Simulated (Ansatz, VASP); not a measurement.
CdS in VASP and in Ansatz

```
Cd S
1.0
    -0.02943    2.92824    2.92824
     2.92824   -0.02943    2.92824
     2.92824    2.92824   -0.02943
Cd S
1 1
Cartesian
  0.0000 0.0000 0.0000
  4.3703 4.3703 4.3703
```

Change from the starting cell: equal xy, yz and zx shear strains of -1 %, crystal datasets.

Alike in both runs: task electric field gradients; functional PBEsol; k mesh 7 × 7 × 7; occupations fermi-dirac, width 0.02 eV; no spin polarisation.

|  | VASP | Ansatz |
| --- | --- | --- |
| version | VASP 6.6.1 | Ansatz 0.2.0 |
| potentials or method | VASP PAW PBE potentials, release 64 (Cd, S), cutoff 520 eV | all-electron PAW with datasets made for the crystal, scalar-relativistic |

Ansatz gave:

```
gap on the k mesh at the Fermi level (eV)                      : 0.92
pressure (GPa)                                                 : -1.8
largest component of the traceless stress (GPa)                : 0.48
rms of the force components (eV/Å)                             : 0.056
Vzz of the field gradient on the site that differs most (V/Å²) : -10.1
```

Q: Estimate VASP's values.

A: gap on the k mesh at the Fermi level (eV): 0.92; pressure (GPa): -1.4; largest component of the traceless stress (GPa): 0.50; rms of the force components (eV/Å): 0.059; Vzz of the field gradient on the site that differs most (V/Å²): -11.3.

Atom by atom the forces differ by 0.003 eV/Å (rms over components). Ansatz ran all-electron here, so the differences hold the error of VASP's frozen core and of both bases. Ansatz warned: «gradients_without_spin_orbit».

Caveats: the PAW data sets were made with another functional, which shifts forces and pressure a little (VASP).
